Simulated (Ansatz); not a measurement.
An Ansatz input:

```yaml
crystal:
  lattice:
    - [3.1956672118, 1.845019325, 3.9023408573]
    - [-3.1956672118, 1.845019325, 3.9023408573]
    - [0.0, -3.69003865, 3.9023408572]
  atoms:
    - { symbol: Hg, position: [0.0, 0.0, 0.0] }
hamiltonian:
  xc: blyp
  pseudopotentials:
    kind: paw
    azcp:
      Hg: "pseudopotentials/Hg.paw.azcp"
basis:
  ecutwfc: 420
  fft_grid_basis: typed
kpoints:
  mp_grid: { grid: [11, 11, 11], shift: [0, 0, 0] }
magnetization:
  spin_polarized: false
scf:
  occupations: { method: fermi_dirac, width: 0.1 }
output:
  stress: true
```

Output

```
Engine: ansatz 0.2.0, x86_64-unknown-linux-gnu
Pseudopotentials: kind: paw
Pseudopotential: Hg, paw, valence charge 20, recommended cutoff 420 eV (normal) 
Functional definition: BLYP
  parameter beta = 0.0042
  parameter a = 0.04918
  parameter b = 0.132
  parameter c = 0.2533
  parameter d = 0.349
  exchange = b88_x(beta = beta)
  correlation = lyp_c(a = a, b = b, c = c, d = d)
Crystal: 1 atoms, lattice volume = 138.051 Å³
Basis set: ecut = 420 eV, 2683 PW (Γ), exchange–correlation on 72×72×72 points (8 copies of the dense FFT grid, shifted against one another)
Bands: 14, of which v1, the nominal top of the filled ones, is band 10 counted from 1 (9 counted from 0)
Symmetry: 12 space group operations
Space group: R-3m (ITA 166), of the structure as read, at distance tolerance 5.2e-5 Å
k-points: 146 of 1331
Non-local potential: Hg, projectors of the file, l = 0: 3, l = 1: 2, l = 2: 2, l = 3: 1
PAW form: soft (Blöchl's): semilocal exchange-correlation on the pseudo side does not see the compensation charge
PAW frozen core: Hg, regenerated for the run's functional, and the local potential with it (the file was generated under x = pbe(κ = 0.804, μ = 0.2195149727645171), c = pbe(β = 0.06672455060314922))
PAW one-centre angular grid: Hg, 590 points (default); XC on 64 Gauss nodes
Initial density: superposition of atomic densities (neutral atoms: chi_scale 0, normalization atom), corrected by the library's trained network
Initial wavefunctions: pseudopotential atomic-orbital guess
Functional: x = b88, c = lyp
SCF iter   1: F=—  HF=-13841.173298 eV  |F-HF|=—  |Δ(HF+E_count)|=         —  Δρ=2.34e-3  dr2=1.07e-2  ethr=1.77e-3  ⟨swp⟩=4.7  Hψ=10177  notcnv=0
SCF iter   2: F=—  HF=-13841.169775 eV  |F-HF|=—  |Δ(HF+E_count)|=   3.52e-3  Δρ=5.21e-4  dr2=3.47e-4  ethr=5.37e-5  ⟨swp⟩=2.0  Hψ=4086  notcnv=0
SCF iter   3: F=—  HF=-13841.169629 eV  |F-HF|=—  |Δ(HF+E_count)|=   1.46e-4  Δρ=2.31e-4  dr2=5.99e-5  ethr=1.73e-6  ⟨swp⟩=2.9  Hψ=3253  notcnv=0
SCF iter   4: F=—  HF=-13841.169603 eV  |F-HF|=—  |Δ(HF+E_count)|=   2.53e-5  Δρ=3.11e-5  dr2=9.78e-7  ethr=3.00e-7  ⟨swp⟩=2.2  Hψ=2992  notcnv=0
iter 5 did not close the SCF: its close was put off for the readings that it lacked (scf_convergence_deferred on its scf_iter line)
SCF iter   5: F=-13841.169603 eV  HF=-13841.169603 eV  |F-HF|=2.00e-9  |Δ(HF+E_count)|=   1.48e-7  Δρ=4.46e-6  dr2=1.40e-8  ethr=4.89e-9  ⟨swp⟩=2.2  Hψ=3096  notcnv=0
SCF iter   6: F=-13841.169603 eV  HF=-13841.169603 eV  |F-HF|=1.58e-10  |Δ(HF+E_count)|=   2.60e-9  Δρ=1.42e-7  dr2=4.98e-11  ethr=7.00e-11  ⟨swp⟩=2.2  Hψ=7461  notcnv=0
SCF 1 converged in 6 iterations: F = -13841.169603 eV  dr2 = 4.98e-11
SCF converged after 6 iterations
Free energy (F): -13841.169603 eV
Harris-Foulkes:  -13841.169603 eV  (|F-HF|=1.58e-10)
Internal energy: -13841.169603 eV  (E = F + TS)
E sigma→0 (E₀):  -13841.169603 eV
Fermi energy:    -0.980785 eV
--- Per-component energies (eV) ---
  E_band       = -679.413046
  E_kinetic    = 605.021050
  E_local      = -4796.081318  (includes V_loc(G=0)·N_el)
  E_nonlocal   = 69.841646
  E_hartree    = 2070.892064
  E_xc         = -217.190771
  E_vxc        = -257.133628  (∫ρ·V_xc dr)
  E_paw        = -9976.570060  (= ΣΔE_a)
  E_vpaw       = -442.846096  (= ΣTr[D̂ρ^β])
  E_aug_tail   = 0.000892  (compensation charges beyond the density's cutoff)
  E_ewald      = -1597.233315
  E_core_change = 0.150209  (= ΣΔE_core)
  E_smearing   = -0.000000  (= −TS)
  E_closure    = 0.000000  (closes the sum)
  Σ components = -13841.169603   (vs F -13841.169603, Δ=0.00e0)
--- Stress (GPa, compression-positive) ---
        0.042147       0.000000       0.000000
        0.000000       0.042147      -0.000000
        0.000000      -0.000000       0.042475
  P = ⅓ Tr σ = 0.0423 GPa (0.423 kbar)
```
